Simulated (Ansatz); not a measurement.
# NiO2 (R-3m) in Ansatz: phonons with LDA

Aim: the phonons of NiO2 with LDA.

Everything below comes from runs of Ansatz 0.2.0. Logs are shortened: lines on timing, memory, paths and dates and some standing lists are left out, and cuts for length are marked.

## 1. The structure

It takes space group R-3m (No. 166, trigonal). The conventional cell has a = 2.804 Å, b = 2.804 Å, c = 20.923 Å, α = 90.00°, β = 90.00°, γ = 120.00°. Ni (site symmetry -3m) is surrounded by 6 O at 1.88 Å. O (site symmetry 3m) has 3 Ni at 1.88 Å as nearest neighbours.

The cell comes from a database or a generator and needn't be the stable form of this composition.

## 2. Phonons, LDA, collinear spin, ferromagnetic start

Contents of input.yaml:

```yaml
crystal:
  lattice:
    - [1.4021288975, 0.8095194964, 6.9742947559]
    - [-1.4021288975, 0.8095194964, 6.9742947559]
    - [0.0, -1.6190389928, 6.9742947559]
  atoms:
    - { symbol: Ni, position: [0.0, 0.0, 0.0], spin: 1.0 }
    - { symbol: O, position: [0.378789, 0.378789, 0.378789] }
    - { symbol: O, position: [0.621211, 0.621211, 0.621211] }
hamiltonian:
  xc: lda
  pseudopotentials: { kind: paw }
magnetization:
  spin_polarized: true
kpoints:
  mp_grid: { grid: [8, 8, 8] }
scf:
  occupations: { method: gaussian, width: 0.01 }
phonons:
  method: dfpt
  dielectric: true
  rigid_motions: translations
```

Potentials or basis: Ansatz PAW.

The run is started by

```bash
$ ansatz run input.yaml --threads 2 --pin off --max-ram 5632MiB --backend cpu --events-out ev --progress --plain --runs-dir out
```

Standard output:

```text
Warning: RAYON_NUM_THREADS=2 ignored (pool sized by the plan → 2); use --threads N
Engine: ansatz 0.2.0, x86_64-unknown-linux-gnu
Pseudopotentials: kind: paw
Pseudopotential: Ni, paw, valence charge 18, recommended cutoff 420 eV (normal), Ni.paw.azcp
Pseudopotential: O, paw, valence charge 6, recommended cutoff 420 eV (normal), O.paw.azcp
Functional definition: SPW92
  exchange = slater_x
  correlation = pw_c
Crystal: 3 atoms, lattice volume = 47.497 Å³
Basis set: ecut = 420 eV, 941 PW (Γ), exchange–correlation on 96×96×96 points (8 copies of the dense FFT grid, shifted against one another)
Bands: 20, of which v1, the nominal top of the filled ones, is band 15 counted from 1 (14 counted from 0)
Symmetry: 12 space group operations
Space group: R-3m (ITA 166), of the structure as read, at distance tolerance 3.6e-5 Å
Magnetic group: BNS 166.97 (UNI 1327), of the structure as read, at distance tolerance 3.6e-5 Å
k-points: 65 of 512
Non-local potential: Ni, projectors of the file, l = 0: 3, l = 1: 2, l = 2: 3, l = 3: 1
Non-local potential: O, projectors of the file, l = 0: 2, l = 1: 2, l = 2: 1
PAW form: soft (Blöchl's): semilocal exchange-correlation on the pseudo side does not see the compensation charge
PAW frozen core: Ni, regenerated for the run's functional, and the local potential with it (the file was generated under x = pbe(κ = 0.804, μ = 0.2195149727645171), c = pbe(β = 0.06672455060314922))
PAW frozen core: O, regenerated for the run's functional, and the local potential with it (the file was generated under x = pbe(κ = 0.804, μ = 0.2195149727645171), c = pbe(β = 0.06672455060314922))
PAW one-centre angular grid: Ni, 590 points (default); XC on 64 Gauss nodes
PAW one-centre angular grid: O, 110 points (default); XC on 64 Gauss nodes
Initial density: superposition of atomic densities (chi_scale 0.1, normalization cell, long waves kept (reshape's long-wave potential 0.55 eV rms))
Starting moments: Σ|m| = 1 μB on 1 of 3 sites
Initial wavefunctions: pseudopotential atomic-orbital guess
Functional: x = slater, c = lda
SCF 1 converged in 12 iterations: F = -6880.892791 eV  dr2 = 4.47e-9
Bands: 19, of which v1, the nominal top of the filled ones, is band 15 counted from 1 (14 counted from 0)
k-points: 150 of 512 (irreducible under 2 space group operations, time reversal used)
Initial density: read from a saved state, or passed on in memory by an earlier SCF of this step, an earlier step, the calling program or the single point that the run made first
Stability of the state it starts from, as read at its close in the collinear treatment: not read negative (Ritz values of 1 − χ₀K, real part plus size of imaginary part, from 0.72 to 0.81, by its mixing steps under the symmetry group of the SCF that read it); its run was given moments
iter 1 solved again at ethr=6.65e-8 eV; its pass at ethr=3.10e-3 eV (dr2=1.99e-5 eV) is discarded
SCF iter   1: F=—  HF=-6880.892737 eV  |F-HF|=—  |Δ(HF+E_count)|=         —  Δρ=2.36e-6 (↑2.36e-6 ↓2.36e-6)  dr2=5.99e-9  dr2_m=0.00e0  M=0.000 μB ∫|m|=0.000 μB  β_m=0.30  ethr=6.65e-8  ⟨swp⟩=4.7  Hψ=25648  notcnv=0
preconditioner: auto → none  [insulator: Δε(μ)=1.181 eV  Ē_g=12.051 eV  σ=0.010 eV  W_gap=1.00  n_scr=4 (ndim 8)  ℏωp=25.3 eV  f_vac=0.434  D(μ)=0.00/eV (n_scr^D=0)  ε∞_Penn≈5.4]
SCF iter   2: F=—  HF=-6880.892791 eV  |F-HF|=—  |Δ(HF+E_count)|=   5.40e-5  Δρ=4.00e-6 (↑4.00e-6 ↓4.00e-6)  dr2=2.38e-8  dr2_m=0.00e0  M=0.000 μB ∫|m|=0.000 μB  β_m=0.30  ethr=2.00e-11  ⟨swp⟩=3.2  Hψ=6688  notcnv=0
SCF iter   3: F=-6880.892791 eV  HF=-6880.892791 eV  |F-HF|=6.73e-11  |Δ(HF+E_count)|=   2.49e-9  Δρ=2.78e-7 (↑2.78e-7 ↓2.78e-7)  dr2=6.58e-11  dr2_m=0.00e0  M=0.000 μB ∫|m|=0.000 μB  ethr=1.00e-12  ⟨swp⟩=6.5  Hψ=18067  notcnv=0
SCF 2 converged in 3 iterations: F = -6880.892791 eV  dr2 = 6.58e-11
NSCF: frozen V_eff on 5 k-points
DFPT response loops at Γ: preconditioner auto → none (the input reference at scf.mixing.eps_inf says where Resta's filter doesn't serve); β = 0.30; Broyden in place of MSR1
── the response to a field inside a basis, on 8×8×8 k-points: an SCF that follows is theirs, and a resumed run solves both again ──
Bands: 16, of which v1, the nominal top of the filled ones, is band 15 counted from 1 (14 counted from 0)
k-points: 60 of 512
Initial density: handed on by an earlier stage of this run
Initial wavefunctions: pseudopotential atomic-orbital guess (no wavefunctions were taken with the density)
Eigensolver: Dense (120 Hₖ)
SCF iter   1: F=—  HF=-6880.898281 eV  |F-HF|=—  |Δ(HF+E_count)|=         —  Δρ=4.49e-4 (↑4.49e-4 ↓4.49e-4)  dr2=6.01e-5  dr2_m=9.89e-18  M=0.000 μB ∫|m|=0.000 μB  β_m=0.30  ethr=1.00e-1
preconditioner: auto → none  [insulator: Δε(μ)=1.181 eV  Ē_g=7.059 eV  σ=0.010 eV  W_gap=1.00  n_scr=4 (ndim 8)  ℏωp=25.3 eV  f_vac=0.434  D(μ)=0.00/eV (n_scr^D=0)  ε∞_Penn≈13.8]
SCF iter   2: F=—  HF=-6880.898274 eV  |F-HF|=—  |Δ(HF+E_count)|=   6.38e-6  Δρ=2.94e-4 (↑2.94e-4 ↓2.94e-4)  dr2=3.94e-5  dr2_m=1.64e-17  M=0.000 μB ∫|m|=0.000 μB  β_m=0.38  ethr=2.00e-7
SCF iter   3: F=—  HF=-6880.898284 eV  |F-HF|=—  |Δ(HF+E_count)|=   9.93e-6  Δρ=3.64e-4 (↑3.64e-4 ↓3.64e-4)  dr2=1.37e-4  dr2_m=2.66e-17  M=0.000 μB ∫|m|=0.000 μB  β_m=0.20  ethr=1.31e-7  recentre
SCF iter   4: F=—  HF=-6880.898271 eV  |F-HF|=—  |Δ(HF+E_count)|=   1.30e-5  Δρ=1.32e-4 (↑1.32e-4 ↓1.32e-4)  dr2=4.54e-6  dr2_m=1.19e-17  M=0.000 μB ∫|m|=0.000 μB  β_m=0.34  ethr=1.31e-7
SCF iter   5: F=-6880.898272 eV  HF=-6880.898272 eV  |F-HF|=5.37e-8  |Δ(HF+E_count)|=   5.51e-7  Δρ=8.22e-6 (↑8.22e-6 ↓8.22e-6)  dr2=9.47e-8  dr2_m=1.01e-17  M=0.000 μB ∫|m|=0.000 μB  ethr=1.51e-8
SCF 1 converged in 5 iterations: F = -6880.898272 eV  dr2 = 9.47e-8
DFPT response loops at Γ: mixed as the last ones told, above
WARN: field response: ε∞ stands inside a basis, on 8×8×8 points; the force constants stand on the 8×8×8 k-mesh, whose period is 13.37 times the interband length at k = (0.3750, -0.5000, -0.3750) (spin ↑), direct gap 1.505 eV, under 14: take them and everything formed from them as unconverged, and compare with a denser kpoints.mp_grid
SCF converged after 3 iterations
Magnetization: 0.0000 μB (15.0000 up, 15.0000 down)
Absolute magnetization: 0.0000 μB (∫|ρ↑−ρ↓|)
Spin contamination: 0.0000 ħ² per cell (⟨S²⟩ above its minimum at these occupations)
Per-site moments (μB) at R_I (Å): [(0.0, 0.7745569663953489), (0.0, 0.7745569663953489), (0.0, 0.7745569663953493)]
Free energy (F): -6880.892791 eV
Harris-Foulkes:  -6880.892791 eV  (|F-HF|=6.73e-11)
Internal energy: -6880.892791 eV  (E = F + TS)
E sigma→0 (E₀):  -6880.892791 eV
Fermi energy:    2.220111 eV
--- Per-component energies (eV) ---
  E_band       = -663.691824
  E_kinetic    = 620.985155
  E_local      = -9971.109342  (includes V_loc(G=0)·N_el)
  E_nonlocal   = 728.704965
  E_hartree    = 4414.384260
  E_xc         = -227.540124
  E_vxc        = -293.264442  (∫ρ·V_xc dr)
  E_paw        = -1845.282320  (= ΣΔE_a)
  E_vpaw       = -577.781216  (= ΣTr[D̂ρ^β])
  E_aug_tail   = 0.004772  (compensation charges beyond the density's cutoff)
  E_ewald      = -601.668119
  E_core_change = 0.627963  (= ΣΔE_core)
  E_smearing   = -0.000000  (= −TS)
  E_closure    = -0.000000  (closes the sum)
  Σ components = -6880.892791   (vs F -6880.892791, Δ=0.00e0)
--- Band table (eV; the first three rows and the last of 300) ---
  k-point 0 ↑: bands = ["-101.5942", "-62.4555", "-62.4555", "-62.1883", "-17.5277", "-15.1750", "-3.7397", "-3.7397", "-3.6590", "-0.3119", "-0.3119", "0.3493", "0.6649", "0.6649", "1.5281", "3.9316", "3.9316", "8.5827", "11.8102"]
  k-point 1 ↑: bands = ["-101.5935", "-62.4630", "-62.4573", "-62.1872", "-17.3222", "-15.1806", "-3.8546", "-3.6182", "-3.4485", "-0.9878", "-0.6958", "0.4342", "0.7015", "0.9242", "1.6125", "3.4461", "3.8207", "9.1172", "12.2501"]
  k-point 2 ↑: bands = ["-101.5919", "-62.4811", "-62.4617", "-62.1846", "-16.7759", "-15.2123", "-4.0030", "-3.3334", "-3.0228", "-2.2574", "-1.1570", "0.3049", "0.9420", "0.9671", "1.4035", "2.8289", "3.7006", "10.3974", "13.2108"]
  k-point 149 ↓: bands = ["-101.5942", "-62.4555", "-62.4555", "-62.1883", "-17.5274", "-15.1757", "-3.7397", "-3.7397", "-3.6457", "-0.3119", "-0.3119", "0.2963", "0.6651", "0.6651", "1.5450", "3.9315", "3.9315", "9.4190", "9.9771"]
--- Phonons (Γ-DFPT): 4 representative perturbations + reference, on 150 of 512 k-points (Σ response iterations 14) ---
  k mesh reduced under 2 symmetry operations, with k and −k counted as one. Each operation leaves every solved perturbation unchanged. A smaller set is not considered because the run solves the response to a homogeneous field
  ASR residual: 3.326e-4 → 0.000e0 eV/Å²; symmetrization residual: 1.079e-6 eV/Å²
  ASR residual per site (eV/Å²): 6.70e-5 3.33e-4 3.33e-4
  Γ frequencies (cm⁻¹): 0.00 0.00 0.00 455.85 455.85 537.60 537.60 546.22 628.05
  ε∞ (high-frequency dielectric tensor):
       10.440072    -0.000000     0.000000
        0.000000    10.440072     0.000000
        0.000000     0.000000     1.791678
  ε⁰ (static dielectric tensor: ions relaxed, cell fixed):
       12.669434    -0.000000    -0.000000
       -0.000000    12.669434     0.000000
        0.000000     0.000000     1.805531
  ε⁰ − ε∞ (ionic part):
        2.229362    -0.000000    -0.000000
       -0.000000     2.229362     0.000000
       -0.000000     0.000000     0.013853
  softest optical mode at Γ: 455.85 cm⁻¹; the repairs (sum rule, projections) moved no ω² at Γ by more than (2.41 cm⁻¹)²
  Born effective charges Z* (e; rows j = field, columns β = displacement):
    site 0:
         3.58878    0.00000   -0.00000
         0.00000    3.58878    0.00000
        -0.00000    0.00000    0.33049
    site 1:
        -1.79439    0.00000    0.00000
         0.00000   -1.79439   -0.00000
         0.00000   -0.00000   -0.16524
    site 2:
        -1.79439    0.00000    0.00000
         0.00000   -1.79439   -0.00000
         0.00000   -0.00000   -0.16524
  Z* charge neutrality: 3.642e-3 e pre-enforcement
  solved inside a basis spanned on kpoints, on 8×8×8 k-points, its susceptibility summed on 12×12×12: ε∞ is read to err by 3.3e-2, Z* by 3.1e-2 e (field_mesh: kpoints solves on kpoints); Z* is corrected for what the basis lacks
  optical modes at Γ without the LO–TO term, one row a degenerate level:
      ω (cm⁻¹)  modes    IR ((D/Å)²/amu)
        455.85      2             0.0000
        537.60      2            28.6972
        546.22      1             0.0000
        628.05      1             0.1217
  optical modes at Γ + LO–TO along q̂ = [1.0000, 0.0000, 0.0000]:
      ω (cm⁻¹)  modes    IR ((D/Å)²/amu)
        455.85      2             0.0000
        537.60      1            14.3486
        546.22      1             0.0000
        592.23      1            14.3486
        628.05      1             0.1217
  optical modes at Γ + LO–TO along q̂ = [0.0000, 1.0000, 0.0000]:
      ω (cm⁻¹)  modes    IR ((D/Å)²/amu)
        455.85      2             0.0000
        537.60      1            14.3486
        546.22      1             0.0000
        592.23      1            14.3486
        628.05      1             0.1217
  optical modes at Γ + LO–TO along q̂ = [0.0000, 0.0000, 1.0000]:
      ω (cm⁻¹)  modes    IR ((D/Å)²/amu)
        455.85      2             0.0000
        537.60      2            28.6972
        546.22      1             0.0000
        630.47      1             0.1217
```

Run time: 88 s. Hardware: 2 threads of AMD EPYC 9R45 (Zen 5), shared host; peak memory 1.4 GiB.

Results:

```
Free energy                                             : -6880.8928 eV
Band gap on the k mesh                                  : 1.18 eV, indirect (least direct gap 1.40 eV)
Net moment                                              : 0.00 μB per cell
Absolute moment                                         : 0.00 μB per cell
Electronic dielectric tensor (diagonal)                 : 10.44, 10.44, 1.79
Born charges (mean of the diagonal)                     : Ni +2.50; O -1.25 e
Highest phonon frequency at Γ, LO-TO splitting left out : 628 cm⁻¹
Static dielectric tensor (diagonal)                     : 12.67, 12.67, 1.81
```

Levels at points of the mesh, in eV from the valence-band top:
Spin up:
```tsv
k point	band 13	band 14	band 15	band 16	band 17	band 18
(0.00, 0.00, 0.00)	-0.96	-0.96	-0.10	2.30	2.30	6.95
(0.00, 0.00, -0.50)	-1.54	-1.49	-0.88	1.68	2.19	11.95
(0.00, -0.50, 0.00)	-1.54	-1.49	-0.88	1.68	2.19	11.95
(0.00, -0.50, -0.50)	-1.54	-1.49	-0.88	1.67	2.19	12.17
(-0.50, -0.50, 0.00)	-1.54	-1.49	-0.88	1.67	2.19	12.17
(-0.50, -0.50, -0.50)	-0.96	-0.96	-0.08	2.30	2.30	7.79
```
Spin down:
| k point | band 13 | band 14 | band 15 | band 16 | band 17 | band 18 |
| --- | --- | --- | --- | --- | --- | --- |
| (0.00, 0.00, 0.00) | -0.96 | -0.96 | -0.10 | 2.30 | 2.30 | 6.95 |
| (0.00, 0.00, -0.50) | -1.54 | -1.49 | -0.88 | 1.68 | 2.19 | 11.95 |
| (0.00, -0.50, 0.00) | -1.54 | -1.49 | -0.88 | 1.68 | 2.19 | 11.95 |
| (0.00, -0.50, -0.50) | -1.54 | -1.49 | -0.88 | 1.67 | 2.19 | 12.17 |
| (-0.50, -0.50, 0.00) | -1.54 | -1.49 | -0.88 | 1.67 | 2.19 | 12.17 |
| (-0.50, -0.50, -0.50) | -0.96 | -0.96 | -0.08 | 2.30 | 2.30 | 7.79 |

Phonon frequencies in cm⁻¹ (negative: imaginary):
```csv
q point,frequencies
"(0.000, 0.000, 0.000)",0 0 0 456 456 538 538 546 628
```

Electronic dielectric tensor:
```
10.44  0.00  0.00
 0.00 10.44  0.00
 0.00  0.00  1.79
```

Born effective charge tensors (e):
atom 1, Ni
```
3.59 0.00 0.00
0.00 3.59 0.00
0.00 0.00 0.33
```
atom 2, O
```
-1.79  0.00  0.00
 0.00 -1.79  0.00
 0.00  0.00 -0.17
```
atom 3, O
```
-1.79  0.00  0.00
 0.00 -1.79  0.00
 0.00  0.00 -0.17
```

Static dielectric tensor, electrons and zone-centre modes:
```
12.67  0.00  0.00
 0.00 12.67  0.00
 0.00  0.00  1.81
```

Caveat: the PAW data sets come from PBE, with cores solved anew for the run's functional, which leaves a small shift of forces and pressure.
